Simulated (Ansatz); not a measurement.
# Hf under changes of volume

One of the cells (23.523 Å³/atom); the others are scaled copies at fixed shape and fractional positions:

```
Hf
1.0
    -1.80500    1.80500    1.80500
     1.80500   -1.80500    1.80500
     1.80500    1.80500   -1.80500
Hf
1
Direct
  0.00000 0.00000 0.00000
```

This isn't the form of Hf at room conditions, which is hcp.

- Program: Ansatz 0.2.0
- Functional: LDA
- Potentials or basis: Ansatz PAW
- Cutoff: 420 eV (not typed: the program's choice for these potentials)
- k mesh: 10 × 10 × 10
- Occupations: fermi-dirac, width 0.05 eV
- Spin: no spin polarisation

| volume (Å³/atom) | energy over the lowest point (meV/atom) | pressure (GPa) |
| --- | --- | --- |
| 22.112 | 0.00 | -7.9 |
| 22.582 | ? | ? |
| 23.052 | 56.70 | -11.2 |
| 23.523 | 92.03 | -12.6 |
| 23.993 | 131.44 | -13.9 |
| 24.464 | 174.51 | -15.1 |
| 24.934 | 220.84 | -16.2 |

Question: What does the run at 22.582 Å³/atom give?

Answer: Energy over the lowest point 25.88 meV/atom; pressure -9.6 GPa.

Worked out: A Birch-Murnaghan fit of order 3 (a polynomial in V^(-2/3)) to the other rows has no minimum within the range. It gives 25.87 meV/atom at 22.582 Å³/atom, against the run's 25.88, and -dE/dV = -9.7 GPa, against -9.6.

Energies are extrapolated to zero smearing.

Caveats: the PAW data sets come from PBE, with cores solved anew for the run's functional, which leaves a small shift of forces and pressure.
